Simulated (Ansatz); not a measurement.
Runs of Ansatz 0.2.0 on Ca. It takes space group Im-3m (No. 229, cubic). Conventional cell: a = 4.480 Å, b = 4.480 Å, c = 4.480 Å, α = 90.00°, β = 90.00°, γ = 90.00°. Around Ca (site symmetry m-3m) lie 8 Ca at 3.88 Å. This isn't the form of Ca at room conditions, which is fcc.

| task | level | potentials or basis | spin | cell | k mesh | cutoff (eV) | smearing | driver | delta | atoms under strain | other keys | mesh quality | gap on the mesh (eV) | pressure (GPa) | moment (μB) |
| --- | --- | --- | --- | --- | --- | --- | --- | --- | --- | --- | --- | --- | --- | --- | --- |
| single point | BLYP | PseudoDojo stringent | collinear, ferromagnetic start | as given | 8 × 8 × 8 | 925 | fermi-dirac 0.1 eV | chain | - | - | - | not flagged | none | -0.8 | 0.00 |
| electric field gradients | BLYP+D3(BJ) | Ansatz PAW small core | off | volume scaled by 1.15 | 8 × 8 × 8 | 420 | tetrahedron | chain | - | - | scf.n_extra_bands = 2; scf.mixing.algorithm = anderson; … | not flagged | none | (a) | - |
| single point | BLYP | as the typed override names | off | cell strained at random at fixed volume | 6 × 7 × 7 | 925 | fermi-dirac 0.025 eV | calculator | - | - | hamiltonian.pseudopotentials = kind nc | not flagged | - | -0.8 | - |
| single point | BLYP | PseudoDojo stringent (PBE files) | collinear, ferromagnetic start | as given | 8 × 8 × 8 | 925 | fermi-dirac 0.1 eV | - | - | - | - | not flagged | none | -0.8 | 0.00 |
| density of states | PBE0+D3(BJ)+ATM | Ansatz NC or PseudoDojo by element | off | as given | 5 × 5 × 5 | 925 | methfessel-paxton 0.15 eV | chain | - | - | scf.convergence.dr2_threshold = 1e-11; basis.ecutrho_ratio = 9 | coarse | none | -1.3 | - |
| density of states | HSE03 | JTH PAW | off | as given | 5 × 5 × 5 | 870 | gaussian 0.02 eV | chain | - | - | - | coarse | none | -0.2 | - |

Task: Fill in the values left out.

Result: (a) -3.7.

Caveats: some runs use coarse meshes; the cell was measured hot, at 740 K; the potentials were made for another functional, which shifts forces and pressure (some runs); the thresholds are loose for stress (some runs); the starting moments weren't kept (some runs); pairwise dispersion overbinds metals, which lowers pressure and volume (some runs); with tetrahedron occupations forces and stress needn't match the slope of the energy (some runs).

A gap of «none» marks a metal or a gap under the smearing width.
